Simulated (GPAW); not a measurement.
# PbSe (Clausthalite) (Fm-3m) in GPAW: a series of runs, part 3 of 3

GPAW 26.7.0.

## 6. Band structure, PBE

run.py reads:

```python
from ase.dft.bandgap import bandgap
from ase.io import read, write
from ase.units import GPa
from gpaw import GPAW, PW

atoms = read('PbSe.xyz')

calc = GPAW(mode=PW(600),
            xc='PBE',
            kpts={'size': (8, 8, 8), 'gamma': True},
            occupations={'name': 'fermi-dirac', 'width': 0.05},
            nbands=19,
            convergence={'density': 1e-05, 'energy': 1e-05},
            maxiter=150,
            txt='gpaw.txt')
atoms.calc = calc
energy = atoms.get_potential_energy()
forces = atoms.get_forces()
stress = atoms.get_stress()
calc.write('gs.gpw')
write('result.traj', atoms)
print(f'Energy: {energy:.6f} eV')
print('Forces (eV/A):')
print(forces.round(4))
print('Stress (GPa):', (stress / GPa).round(3))
print('Fermi level:', round(calc.get_fermi_level(), 4), 'eV')
print(f'Gap: {bandgap(calc)[0]:.4f} eV, direct: {bandgap(calc, direct=True)[0]:.4f} eV')

path = atoms.cell.bandpath('GXWKGLUWLK,UX', npoints=100, eps=1e-4)
bs_calc = calc.fixed_density(kpts=path, symmetry='off', nbands=31,
                             convergence={'bands': 'CBM+6.0', 'eigenstates': 1e-6}, txt='bands.txt')
bs = bs_calc.band_structure()
bs.write('bs.json')
print(f'Gap on the path: {bandgap(bs_calc)[0]:.4f} eV')
```

PbSe.xyz reads:

```xyz
2
Lattice="0.0000000000 3.0606500000 3.0606500000 3.0606500000 0.0000000000 3.0606500000 3.0606500000 3.0606500000 0.0000000000" Properties=species:S:1:pos:R:3 pbc="T T T"
Pb     0.0000000000      0.0000000000      0.0000000000
Se     3.0606500000      3.0606500000      3.0606500000
```

Potentials or basis: GPAW PAW data sets (gpaw-data 1.2.1), pw.

Command:

```bash
$ OMP_NUM_THREADS=1 python run.py
```

gpaw.txt:

```text
__  _  _
 | _ |_)|_||  |
 |__||  | ||/\| - 26.7.0

Input parameters:
  mode=PW(ecut=600.0),
  convergence={'density': 1e-05, 'energy': 1e-05},
  kpts=MonkhorstPack(size=(8, 8, 8), gamma=True),
  maxiter=150,
  nbands=19,
  occupations=Occupations(name='fermi-dirac', width=0.05),
  xc=XC(name='PBE')

Diagonalizing LCAO Hamiltonian
Converting LCAO to pw mode

                Se

       Pb

Atoms  # Å, Bohr magnetons
|   | symbol |        x |        y |        z |    initial magnetic moments |
|---|--------|----------|----------|----------|-----------------------------|
| 0 |     Pb | 0.000000 | 0.000000 | 0.000000 | ( 0.0000,  0.0000,  0.0000) |
| 1 |     Se | 3.060650 | 3.060650 | 3.060650 | ( 0.0000,  0.0000,  0.0000) |

Unit cell  # Å
| periodic |        x |        y |        z |  lengths |    angles |
|----------|----------|----------|----------|----------|-----------|
|      yes | 0.000000 | 3.060650 | 3.060650 | 4.328413 | 60.000000 |
|      yes | 3.060650 | 0.000000 | 3.060650 | 4.328413 | 60.000000 |
|      yes | 3.060650 | 3.060650 | 0.000000 | 4.328413 | 60.000000 |

Number of symmetries: 48
Symmetry operations  # r_c * U_cc + t_c -> r_c
|    | kind |            matrix            |
|----|------|------------------------------|
|  0 |  σ   |  1, 0, 0,  1, 0,-1,  1,-1, 0 |
|  1 |  C2  |  1, 0, 0,  1,-1, 0,  1, 0,-1 |
|  2 |  E   |  1, 0, 0,  0, 1, 0,  0, 0, 1 |
|  3 |  σ   |  1, 0, 0,  0, 0, 1,  0, 1, 0 |
|  4 |  C4  |  1, 0,-1,  1, 0, 0,  1,-1, 0 |
|  5 |  S6  |  1, 0,-1,  1,-1, 0,  1, 0, 0 |
|  6 |  σ   |  1, 0,-1,  0, 1,-1,  0, 0,-1 |
|  7 |  C3  |  1, 0,-1,  0, 0,-1,  0, 1,-1 |
|  8 |  S6  |  1,-1, 0,  1, 0, 0,  1, 0,-1 |
|  9 |  C4  |  1,-1, 0,  1, 0,-1,  1, 0, 0 |
[... 171 lines left out ...]
|iter     | |      energy | eigst |  dens |
|---------|-|-------------|-------|-------|
|iter:   1| |   -8.650801 | -0.26 |       |
|iter:   2| |   -8.591098 | -2.07 | -1.23 |
|iter:   3| |   -8.397183 | -1.90 | -1.28 |
|iter:   4| |   -8.398817 | -3.76 | -1.89 |
|iter:   5| |   -8.399496 | -4.32 | -2.29 |
|iter:   6| |   -8.399524 | -5.59 | -3.23 |
|iter:   7| |   -8.399527c| -6.71 | -3.76 |
|iter:   8| |   -8.399527c| -7.69c| -4.47 |
|iter:   9| |   -8.399527c| -7.80c| -5.22c|

Converged in 9 steps
Energy contributions relative to reference atoms: (reference = -633377.995495)

Energy contributions:
  Kinetic:          19.938798
  Coulomb:         -20.066469
  Zero:             -0.062289
  External:          0.000000
  Xc:               -8.209346
  Entropy:          -0.000443
  Spinorbit:         0.000000
  ----------------------------
  Free energy:      -8.399749
  Extrapolated:     -8.399527

dipole moment: (-25.873692, -25.873692, -25.873692)  # |e|*Ang

Fermi level: 6.264
Eigenvalues  # (at kpt = [0.000, 0.000, 0.000])
| band index |      eig [eV] | occ [0-2] |
|------------|---------------|-----------|
|          0 |       -10.722 |     2.000 |
|        ... |               |           |
|          2 |       -10.720 |     2.000 |
|          3 |       -10.720 |     2.000 |
|          4 |       -10.720 |     2.000 |
|          5 |        -7.476 |     2.000 |
|          6 |        -0.128 |     2.000 |
|          7 |         4.216 |     2.000 |
[... 9 lines left out ...]
|         17 |        14.532 |     0.000 |
|         18 |        15.112 |     0.000 |

Gap: 0.242 eV
Transition (v -> c):
  (s=0, k=28, n=9, [0.50, 0.50, 0.50]) -> (s=0, k=28, n=10, [0.50, 0.50, 0.50])
No difference between direct/indirect transitions

Forces  # eV/Ang
|        x |        y |        z |
|----------|----------|----------|
|  0.00000 |  0.00000 | -0.00000 |  # Pb   0
| -0.00000 | -0.00000 | -0.00000 |  # Se   1

Stress tensor  # eV/Ang^3
|         x |         y |         z |
|-----------|-----------|-----------|
| -0.013786 | -0.000000 | -0.000000 |
| -0.000000 | -0.013786 | -0.000000 |
| -0.000000 | -0.000000 | -0.013786 |

# Writing to gs.gpw (mode='')
```

Wall time 72 s (1 thread of Arm Neoverse V1, shared host); peak memory 0.32 GiB.

What came out:

```
Free energy             : -8.3997 eV
Pressure                : 2.2 GPa
Band gap on the k mesh  : 0.24 eV, direct
Band gap along the path : 0.24 eV, direct
```

Levels at the corners of the path, in eV from the valence-band top:
```
point  band 7  band 8  band 9  band 10  band 11  band 12  band 13  band 14
    Γ   -6.27   -1.93   -1.93    -1.93     4.65     4.65     4.65     6.49
    X   -7.34   -5.03   -3.28    -3.28     3.66     5.55     5.55     5.99
    W   -7.98   -4.28   -4.28    -0.82     1.83     4.91     4.91     7.69
    K   -8.01   -4.62   -2.77    -2.43     3.35     3.95     5.39     5.79
    Γ   -6.27   -1.93   -1.93    -1.93     4.65     4.65     4.65     6.49
    L   -8.78   -1.51   -1.51     0.00     0.24     1.64     1.64     8.52
    U   -8.01   -4.62   -2.77    -2.43     3.35     3.95     5.39     5.79
    W   -7.98   -4.28   -4.28    -0.82     1.83     4.91     4.91     7.69
    L   -8.78   -1.51   -1.51     0.00     0.24     1.64     1.64     8.52
    K   -8.01   -4.62   -2.77    -2.43     3.35     3.95     5.39     5.79
    U   -8.01   -4.62   -2.77    -2.43     3.35     3.95     5.39     5.79
    X   -7.34   -5.03   -3.28    -3.28     3.66     5.55     5.55     5.99
```

Caveat: spin-orbit coupling is left out, which as a rule narrows the gap of such compounds by several tenths of an eV.

## 7. Summary

| task | level | potentials or basis | spin | k mesh | cutoff (eV) | maxiter | band path | band points | spin axis theta (degrees) | spin axis phi (degrees) | mesh quality | gap on the mesh (eV) | pressure (GPa) |
| --- | --- | --- | --- | --- | --- | --- | --- | --- | --- | --- | --- | --- | --- |
| band structure | revPBE | the program's PAW data sets (release 1.2.1) made for this functional, pw | SOC, no magnetisation | 6 × 6 × 6 | 600 | 150 | GXWKGLUWLK,UX | 80 | 0 | 0 | not flagged | 0.36 | 3.5 |
| band structure | WC | PAW data sets generated in the run's folder for this functional, pw | SOC, no magnetisation | 6 × 6 × 6 | 600 | 150 | GXWKGLUWLK,UX | 80 | 0 | 0 | not flagged | 0.48 | -0.8 |
| equation of state | TASK | GPAW PAW data sets (gpaw-data 1.2.1), pw | off | 6 × 6 × 6 | 600 | 150 | - | - | - | - | not flagged | - | - |
| equation of state | HSE06 | GPAW PAW data sets (gpaw-data 1.2.1), pw | off | 2 × 2 × 2 | 450 | 60 | - | - | - | - | coarse | - | - |
| band structure | PBE | GPAW PAW data sets (gpaw-data 1.2.1), pw | off | 8 × 8 × 8 | 600 | 150 | GXWKGLUWLK,UX | 100 | - | - | not flagged | 0.24 | 2.2 |

Alike in all rows: cell as given; smearing fermi-dirac 0.05 eV.

Caveats: some runs use coarse meshes; spin-orbit coupling was added after a scalar SCF, so levels and gaps hold it while energy, forces, pressure and moments don't (some runs); this program's spin-orbit splittings come out too wide for heavy elements (some runs); the PAW data sets were made with another functional, which shifts forces and pressure a little (some runs); the energies scatter about the fit (some runs); exact exchange converges slowly with the k mesh, and this mesh is small (some runs).

Absolute energies hang on the potentials; compare differences alone.

## 8. Comparison with measurements

Step 2. A measured gap of PbSe is 0.15 eV (direct; 4.2 K; a printed reference work, monograph); the calculated 0.36 eV misses it by +0.21 eV. 2 values of this kind are on record (0.15 to 0.28 eV); this one was drawn at random. The value is that of revPBE on a finite k mesh, which can miss the band edges, without temperature or zero-point motion.

Step 3. A measured direct gap of PbSe is 0.15 eV (direct; 4.2 K; a printed reference work, monograph); the calculated 0.52 eV misses it by +0.37 eV. 2 values of this kind are on record (0.15 to 0.28 eV); this one was drawn at random. The value is that of WC, without temperature or zero-point motion.

Step 6. Measured gap of PbSe: 0.15 eV (direct; 4.2 K; a printed reference work, monograph). This calculation gives 0.24 eV (+0.09 eV). 2 values of this kind are on record (0.15 to 0.28 eV); this one was drawn at random. Spin-orbit coupling on Pb, Se is left out. The value is that of PBE, without temperature or zero-point motion.
